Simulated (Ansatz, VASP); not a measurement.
# InP (InP(110)): VASP beside Ansatz, part 2 of 3

Aim: how closely do two programs agree when they are given the same cell, functional and k mesh? Of the first pair: The structure shown is the end of the VASP relaxation below. Valence electrons are named where the data sets of a main pair hold unlike numbers.

VASP 6.6.1 and Ansatz 0.2.0.

So far: The structure; VASP: relaxation, PBE.

### Step 3. Ansatz: single point, PBE

Level of this step: Ansatz beside VASP: Kohn-Sham DFT, plane waves, PBE (Ansatz).

Ansatz runs on its default PAW (the set named soft_2) files.

The same cell, functional, mesh and smearing now go to Ansatz, which takes its cutoff from its data sets.

input.yaml

```yaml
crystal:
  lattice:
    - [4.41145478, 0.0, 0.0]
    - [0.0, 6.23873918, 0.0]
    - [0.0, 0.0, 32.57140045]
  atoms:
    - { symbol: In, position: [0.0, 0.062056, 0.26036651] }
    - { symbol: In, position: [0.5, 0.49275575, 0.30650073] }
    - { symbol: In, position: [0.0, 0.99318705, 0.37345877] }
    - { symbol: In, position: [0.5, 0.49379106, 0.43577449] }
    - { symbol: In, position: [0.0, 0.99724002, 0.5] }
    - { symbol: In, position: [0.5, 0.49379106, 0.56422551] }
    - { symbol: In, position: [0.0, 0.99318705, 0.62654123] }
    - { symbol: In, position: [0.5, 0.49275575, 0.69349927] }
    - { symbol: In, position: [0.0, 0.062056, 0.73963349] }
    - { symbol: P, position: [0.0, 0.73350107, 0.30903369] }
    - { symbol: P, position: [0.5, 0.2571874, 0.24007856] }
    - { symbol: P, position: [0.0, 0.73640628, 0.43676056] }
    - { symbol: P, position: [0.5, 0.23827542, 0.37193703] }
    - { symbol: P, position: [0.0, 0.73640628, 0.56323944] }
    - { symbol: P, position: [0.5, 0.23843991, 0.5] }
    - { symbol: P, position: [0.0, 0.73350107, 0.69096631] }
    - { symbol: P, position: [0.5, 0.23827542, 0.62806297] }
    - { symbol: P, position: [0.5, 0.2571874, 0.75992144] }
hamiltonian:
  xc: pbe
  pseudopotentials: { kind: paw }
kpoints:
  mp_grid: { grid: [6, 4, 1] }
scf:
  occupations: { method: gaussian, width: 0.03 }
  n_extra_bands: 8
efield:
  axis: 3
  dipole_correction: true
  ramp_width: 0.04
output:
  forces: true
  eigenvalues: true
  write_density: true
  write_potential: true
  elf: true
  volumetric_format: npy
```

Command:

```bash
> ansatz run input.yaml --threads 8 --pin off --max-ram 18432MiB --backend cpu --events-out ev --progress --plain --runs-dir out
```

Numbers of over 12 decimals in the logs are rounded to 6 here.

The log of the run:

```text
scf.n_extra_bands = 8 over 81 filled bands (N_el = 162.0): the run solves 89 bands
Engine: ansatz 0.2.0, aarch64-unknown-linux-gnu
Pseudopotentials: kind: paw
Pseudopotential: In, paw, valence charge 13, recommended cutoff 420 eV (normal), In.paw.azcp
Pseudopotential: P, paw, valence charge 5, recommended cutoff 420 eV (normal), P.paw.azcp
Functional definition: PBE
  parameter kappa = 0.804
  parameter beta = 0.066725
  exchange = pbe_x(kappa = kappa, mu = beta*pi^2/3)
  correlation = pbe_c(beta = beta)
Crystal: 18 atoms, lattice volume = 896.427 Å³
Basis set: ecut = 420 eV, 17571 PW (Γ), exchange–correlation on 60×90×450 points (8 copies of the dense FFT grid, shifted against one another)
Bands: 89, of which v1, the nominal top of the filled ones, is band 81 counted from 1 (80 counted from 0)
Symmetry: 2 space group operations
k-points: 12 of 24 (time reversal used)
Non-local potential: In, projectors of the file, l = 0: 2, l = 1: 2, l = 2: 2, l = 3: 2
Non-local potential: P, projectors of the file, l = 0: 2, l = 1: 2, l = 2: 2
PAW form: soft (Blöchl's): semilocal exchange-correlation on the pseudo side does not see the compensation charge
PAW one-centre angular grid: In, 590 points (default); XC on 64 Gauss nodes
PAW one-centre angular grid: P, 110 points (default); XC on 64 Gauss nodes
Initial density: superposition of atomic densities (neutral atoms: chi_scale 0, normalization atom), corrected by the library's trained network
Initial wavefunctions: pseudopotential atomic-orbital guess
Functional: x = pbe(κ = 0.804, μ = 0.219515), c = pbe(β = 0.066725)
SCF iter   1: F=—  HF=-57183.447124 eV  |F-HF|=—  |Δ(HF+E_count)|=         —  Δρ=1.49e-3  dr2=8.00e-2  ethr=1.77e-3  p=0.000 e·Å  D=2.45e-14 V/Å  ΔV_dip=-0.00 eV  dr2_dipole=8.27e-8  V_vac-E_F(+/−)=5.05/5.05 eV  ⟨swp⟩=8.2  Hψ=5104  notcnv=0
efield: sawtooth ramp at fractional position 0.9800 (placed from the atoms, in the widest stretch of the axis that holds none; the zero of the levels goes with the place), width 0.0400; the density the first Hamiltonian is built on has a dipole p = 0.000 e·Å; the dipole correction subtracts the counter field D = 2.45e-14 V/Å, which shifts the + side's vacuum level by -0.00 eV against the − side's; the planar-averaged density in the ramp window peaks in size at 5.6e-6 e/Å³
preconditioner: auto → Resta (q_TF=auto, 2.051 Å⁻¹)  ε∞=2.8  [insulator: Δε(μ)=0.531 eV  Ē_g=11.794 eV  σ=0.030 eV  W_gap=1.00  n_scr=142 (ndim 8)  ℏωp=15.8 eV  f_vac=0.416  D(μ)=0.00/eV (n_scr^D=0)  ε∞_Penn≈2.8  vacuum switching on, ρ_ref=1.0e-2 e/Å³]
SCF iter   2: F=—  HF=-57183.441307 eV  |F-HF|=—  |Δ(HF+E_count)|=   5.82e-3  Δρ=8.74e-4  dr2=5.54e-2  ethr=4.94e-5  p=0.000 e·Å  D=3.46e-5 V/Å  ΔV_dip=-0.00 eV  dr2_dipole=5.50e-7  V_vac-E_F(+/−)=5.14/5.14 eV  ⟨swp⟩=3.6  Hψ=2414  notcnv=0  defer=29
SCF iter   3: F=—  HF=-57183.436699 eV  |F-HF|=—  |Δ(HF+E_count)|=   4.61e-3  Δρ=4.77e-4  dr2=4.95e-3  ethr=3.42e-5  p=-0.000 e·Å  D=-1.91e-5 V/Å  ΔV_dip=0.00 eV  dr2_dipole=1.75e-7  V_vac-E_F(+/−)=5.04/5.04 eV  ⟨swp⟩=2.9  Hψ=1335  notcnv=0  defer=29
SCF iter   4: F=—  HF=-57183.437471 eV  |F-HF|=—  |Δ(HF+E_count)|=   7.72e-4  Δρ=1.72e-4  dr2=5.85e-4  ethr=3.05e-6  p=0.000 e·Å  D=4.62e-5 V/Å  ΔV_dip=-0.00 eV  dr2_dipole=8.79e-7  V_vac-E_F(+/−)=5.02/5.02 eV  ⟨swp⟩=2.2  Hψ=1320  notcnv=0  defer=29
SCF iter   5: F=—  HF=-57183.437748 eV  |F-HF|=—  |Δ(HF+E_count)|=   2.77e-4  Δρ=7.47e-5  dr2=1.57e-4  ethr=3.61e-7  p=-0.001 e·Å  D=-1.13e-4 V/Å  ΔV_dip=0.00 eV  dr2_dipole=5.52e-6  V_vac-E_F(+/−)=5.01/5.01 eV  ⟨swp⟩=2.1  Hψ=1461  notcnv=0  defer=29
SCF iter   6: F=—  HF=-57183.437791 eV  |F-HF|=—  |Δ(HF+E_count)|=   4.28e-5  Δρ=3.09e-5  dr2=2.96e-5  ethr=9.72e-8  p=0.001 e·Å  D=1.80e-4 V/Å  ΔV_dip=-0.01 eV  dr2_dipole=1.43e-5  V_vac-E_F(+/−)=5.00/5.01 eV  ⟨swp⟩=2.0  Hψ=1342  notcnv=0  defer=29
SCF iter   7: F=—  HF=-57183.437583 eV  |F-HF|=—  |Δ(HF+E_count)|=   2.08e-4  Δρ=1.88e-5  dr2=3.77e-5  ethr=1.83e-8  p=-0.001 e·Å  D=-2.94e-4 V/Å  ΔV_dip=0.01 eV  dr2_dipole=3.67e-5  V_vac-E_F(+/−)=5.01/5.00 eV  ⟨swp⟩=3.1  Hψ=1621  notcnv=0  defer=29
SCF iter   8: F=—  HF=-57183.437581 eV  |F-HF|=—  |Δ(HF+E_count)|=   2.37e-6  Δρ=7.34e-6  dr2=7.47e-7  ethr=1.83e-8  p=-0.000 e·Å  D=-7.83e-6 V/Å  ΔV_dip=0.00 eV  dr2_dipole=1.82e-8  V_vac-E_F(+/−)=5.00/5.00 eV  ⟨swp⟩=2.0  Hψ=1257  notcnv=0  defer=29
SCF iter   9: F=—  HF=-57183.437582 eV  |F-HF|=—  |Δ(HF+E_count)|=   1.32e-6  Δρ=2.54e-6  dr2=1.09e-7  ethr=4.61e-10  p=-0.000 e·Å  D=-2.08e-6 V/Å  ΔV_dip=0.00 eV  dr2_dipole=2.30e-9  V_vac-E_F(+/−)=5.00/5.00 eV  ⟨swp⟩=2.9  Hψ=2136  notcnv=0  defer=29
SCF iter  10: F=-57183.437582 eV  HF=-57183.437582 eV  |F-HF|=8.47e-9  |Δ(HF+E_count)|=   1.01e-7  Δρ=8.83e-7  dr2=1.24e-8  ethr=6.17e-11  p=-0.000 e·Å  D=-9.46e-7 V/Å  ΔV_dip=0.00 eV  dr2_dipole=8.65e-11  V_vac-E_F(+/−)=5.00/5.00 eV  ⟨swp⟩=18.0  Hψ=9156  notcnv=0
SCF 1 converged in 10 iterations: F = -57183.437582 eV  dr2 = 1.24e-8
  greatest PAW one-centre occupation: 0.982 electrons in one spin orbital (limit 2), on the In atom at site 0 (counted from 0), in its partial waves of l = 2
WARN: The output density's exchange-correlation potential varies sharply where the density is thin. Do not read a vacuum level from v_tot or v_xc, or from such a field of the output density. On a cell that repeats whose density bears no net charge and no dipole along the vacuum's axis use v_es (v_loc + v_h of the components); under efield.dipole_correction with no amplitude use v_es + v_field, which holds any externa [...]
SCF converged after 10 iterations
Free energy (F): -57183.437582 eV
Harris-Foulkes:  -57183.437582 eV  (|F-HF|=8.47e-9)
Internal energy: -57183.437582 eV  (E = F + TS)
E sigma→0 (E₀):  -57183.437582 eV
Fermi energy:    1.171808 eV
Dipole field:    D = 0.000005 V/Å  (p = 0.000025 e·Å, saw-weighted, corrected)
Work function:   Φ+ = 5.0047 eV   Φ− = 5.0048 eV
Levels:          The Fermi level and band energies are counted from a zero that moves with the ramp; work functions are not
--- Per-component energies (eV) ---
  E_band       = -1408.636225
  E_kinetic    = 2786.251357
  E_local      = -103247.602629  (includes V_loc(G=0)·N_el)
  E_nonlocal   = 3608.720238
  E_hartree    = 49832.541311
  E_xc         = -2473.868866
  E_vxc        = -1417.442754  (∫ρ·V_xc dr)
  E_paw        = -42521.718693  (= ΣΔE_a)
  E_vpaw       = -2803.652241  (= ΣTr[D̂ρ^β])
  E_aug_tail   = 0.000258  (compensation charges beyond the density's cutoff)
  E_efield     = 0.000000  (sawtooth field / dipole correction)
  E_vefield    = 0.000000  (∫n·V_field dr)
  E_ewald      = 34832.239443
  E_smearing   = -0.000000  (= −TS)
  E_closure    = -0.000000  (closes the sum)
  Σ components = -57183.437582   (vs F -57183.437582, Δ=0.00e0)
--- Forces (eV/Å), atoms counted from 1 ---
  atom   1  In     0.00000000     0.00815157     0.01719620
  atom   2  In     0.00000000    -0.00331762     0.00199768
  atom   3  In     0.00000000     0.00830418     0.02142990
  atom   4  In     0.00000000    -0.03204318     0.01656550
  atom   5  In     0.00000000    -0.03174805    -0.00001029
  atom   6  In     0.00000000    -0.03205296    -0.01657908
  atom   7  In     0.00000000     0.00829225    -0.02142707
  atom   8  In     0.00000000    -0.00332508    -0.00198494
  atom   9  In     0.00000000     0.00816555    -0.01719337
  atom  10  P      0.00000000     0.02742931    -0.01156706
  atom  11  P      0.00000000    -0.04196208     0.13419660
  atom  12  P      0.00000000     0.01316521    -0.02183074
  atom  13  P      0.00000000     0.02104480     0.00647758
  atom  14  P      0.00000000     0.01316715     0.02185008
  atom  15  P      0.00000000     0.03020665     0.00001296
  atom  16  P      0.00000000     0.02742873     0.01154709
  atom  17  P      0.00000000     0.02104749    -0.00648250
  atom  18  P      0.00000000    -0.04195574    -0.13420444
  max |Σ_I F_I| component: 5.92e-6 eV/Å
--- Band table (eV; the first three rows and the last of 12) ---
  k-point 0: bands = [... 77 lower, 0.7301, 0.7338, 0.7952, 0.9034, 1.4403, 2.0313, 2.4524, 2.6737, ... 4 higher]
  k-point 1: bands = [... 77 lower, 0.3828, 0.3919, 0.6265, 0.7284, 2.1797, 2.2455, 2.3755, 2.4186, ... 4 higher]
  k-point 2: bands = [... 77 lower, 0.0707, 0.1413, 0.3722, 0.3759, 2.0314, 2.0384, 2.3807, 2.3939, ... 4 higher]
  k-point 11: bands = [... 77 lower, -0.0027, 0.1095, 0.3935, 0.6101, 2.2631, 2.6925, 2.6955, 3.4055, ... 4 higher]
```

Elapsed: 40 s, on 8 threads of Arm Neoverse N1, shared host; peak memory 3.2 GiB.

The column dr2 measures how far the density is from self-consistency, as an energy; F and HF (Harris–Foulkes) agree once it is small.

### Step 4. Differences

Known differences besides the potentials themselves: the data sets hold 162 valence electrons in Ansatz (on its default PAW (the set named soft_2) files) and 72 in VASP; the cutoff is 420 eV in Ansatz and 320 eV in VASP (PREC = Normal, projectors in real space); VASP leaves aspherical gradient terms in its spheres out (LASPH is not set), Ansatz keeps them. Total energies have different zeros and are not compared.

Both answers:

| quantity | Ansatz | VASP | difference |
| --- | --- | --- | --- |
| gap on the k mesh (eV) | 0.537 | 0.558 | -0.021 |

At this near-relaxed geometry the largest component of a force difference is 123 meV/Å. A gap on the mesh is an upper bound, since the band edges may lie between its points. VASP's last cycles still show a density residual of 4e-03, so its state may not be settled. With vacuum in the cell, a pressure given here is an average over mostly empty space and none of the material.

### Step 5. Further runs

Further runs change the set-up of one program: Ansatz's method, potentials or start, or VASP's data sets, cutoff or form of LDA. The table gives Ansatz less VASP for each quantity, since a change that brings one quantity closer may part another.

| run | r.m.s. force difference (meV/Å) | gap on the k mesh (eV) |
| --- | --- | --- |
| as above | 29 | -0.021 |
| Ansatz's larger PAW set (cutoff 620 eV) | 29 | -0.019 |
| norm-conserving potentials (cutoff 952 eV) | 27 | -0.023 |

### Step 6. Ansatz: band structure, PBE

The same path points are solved in both programs, so levels can be compared one by one.

input.yaml

```yaml
crystal:
  lattice:
    - [4.4114547816, 0.0, 0.0]
    - [0.0, 6.238739182, 0.0]
    - [0.0, 0.0, 32.5714004536]
  atoms:
    - { symbol: In, position: [0.0, 0.0620560011, 0.2603665088] }
    - { symbol: In, position: [0.5, 0.4927557479, 0.3065007279] }
    - { symbol: In, position: [0.0, 0.9931870479, 0.3734587693] }
    - { symbol: In, position: [0.5, 0.4937910629, 0.4357744918] }
    - { symbol: In, position: [0.0, 0.9972400215, 0.5] }
    - { symbol: In, position: [0.5, 0.4937910629, 0.5642255082] }
    - { symbol: In, position: [0.0, 0.9931870479, 0.6265412307] }
    - { symbol: In, position: [0.5, 0.4927557479, 0.6934992721] }
    - { symbol: In, position: [0.0, 0.0620560011, 0.7396334912] }
    - { symbol: P, position: [0.0, 0.7335010705, 0.309033692] }
    - { symbol: P, position: [0.5, 0.2571873971, 0.2400785613] }
    - { symbol: P, position: [0.0, 0.7364062823, 0.4367605605] }
    - { symbol: P, position: [0.5, 0.2382754232, 0.3719370315] }
    - { symbol: P, position: [0.0, 0.7364062823, 0.5632394395] }
    - { symbol: P, position: [0.5, 0.2384399127, 0.5] }
    - { symbol: P, position: [0.0, 0.7335010705, 0.690966308] }
    - { symbol: P, position: [0.5, 0.2382754232, 0.6280629685] }
    - { symbol: P, position: [0.5, 0.2571873971, 0.7599214387] }
hamiltonian:
  xc: pbe
  pseudopotentials: { kind: paw }
kpoints:
  mp_grid: { grid: [6, 4, 1] }
  band_path:
    path:
      - [0.0, 0.0, 0.0]
      - [0.07692, 0.0, 0.0]
      - [0.15385, 0.0, 0.0]
      - [0.26923, 0.0, 0.0]
      - [0.34615, 0.0, 0.0]
      - [0.42308, 0.0, 0.0]
      - [0.5, 0.0, 0.0]
      - [0.5, 0.07692, 0.0]
      - [0.5, 0.19231, 0.0]
      - [0.5, 0.26923, 0.0]
      - [0.5, 0.34615, 0.0]
      - [0.5, 0.46154, 0.0]
      - [0.5, 0.5, 0.0]
      - [0.42308, 0.5, 0.0]
      - [0.30769, 0.5, 0.0]
      - [0.23077, 0.5, 0.0]
      - [0.11538, 0.5, 0.0]
      - [0.03846, 0.5, 0.0]
      - [0.0, 0.5, 0.0]
      - [0.0, 0.38462, 0.0]
      - [0.0, 0.30769, 0.0]
      - [0.0, 0.23077, 0.0]
      - [0.0, 0.11538, 0.0]
      - [0.0, 0.07692, 0.0]
      - [0.0, 0.03846, 0.0]
      - [0.03846, 0.03846, 0.0]
      - [0.11538, 0.11538, 0.0]
      - [0.19231, 0.19231, 0.0]
      - [0.30769, 0.30769, 0.0]
      - [0.38462, 0.38462, 0.0]
      - [0.5, 0.5, 0.0]
    npoints: 1
scf:
  occupations: { method: gaussian, width: 0.03 }
  n_extra_bands: 15
efield:
  axis: 3
  dipole_correction: true
  ramp_width: 0.04
output:
  forces: true
  eigenvalues: true
```

The log of the run:

```text
[...]
Crystal: 18 atoms, lattice volume = 896.427 Å³
Basis set: ecut = 420 eV, 17571 PW (Γ), exchange–correlation on 60×90×450 points (8 copies of the dense FFT grid, shifted against one another)
Bands: 96, of which v1, the nominal top of the filled ones, is band 81 counted from 1 (80 counted from 0)
Symmetry: 2 space group operations
[...]
k-point 0: bands = [... 77 lower, 0.7301, 0.7338, 0.7952, 0.9034, 1.4403, 2.0313, 2.4524, 2.6737, ... 11 higher]
  k-point 1: bands = [... 77 lower, 0.3828, 0.3919, 0.6265, 0.7284, 2.1797, 2.2455, 2.3755, 2.4186, ... 11 higher]
  k-point 2: bands = [... 77 lower, 0.0707, 0.1413, 0.3722, 0.3759, 2.0314, 2.0384, 2.3807, 2.3939, ... 11 higher]
  k-point 11: bands = [... 77 lower, -0.0027, 0.1095, 0.3935, 0.6101, 2.2631, 2.6925, 2.6955, 3.4055, ... 11 higher]
[key lines of the parts left out:]
SCF converged after 10 iterations
Free energy (F): -57183.437582 eV
Fermi energy:    1.171815 eV
Dipole field:    D = 0.000060 V/Å  (p = 0.000296 e·Å, saw-weighted, corrected)
Work function:   Φ+ = 5.0037 eV   Φ− = 5.0057 eV
```

Elapsed: 84 s, on 8 threads; peak memory 4.6 GiB; 11 min of CPU time.

(Part 2 of 3 ends here.)

[Lines on the potential files, build, host, timing and source positions are cut from VASP's logs without a mark.]

[Logs are printed without paths, hosts, clocks, repeated set-up lines and the standing remarks that a program may print on its own settings, such as how far it seeks lower states.]

[Hosts, paths, dates, database ids (printed as entryN), source tags and the programs' standing remarks are cut or masked in the printed files.]
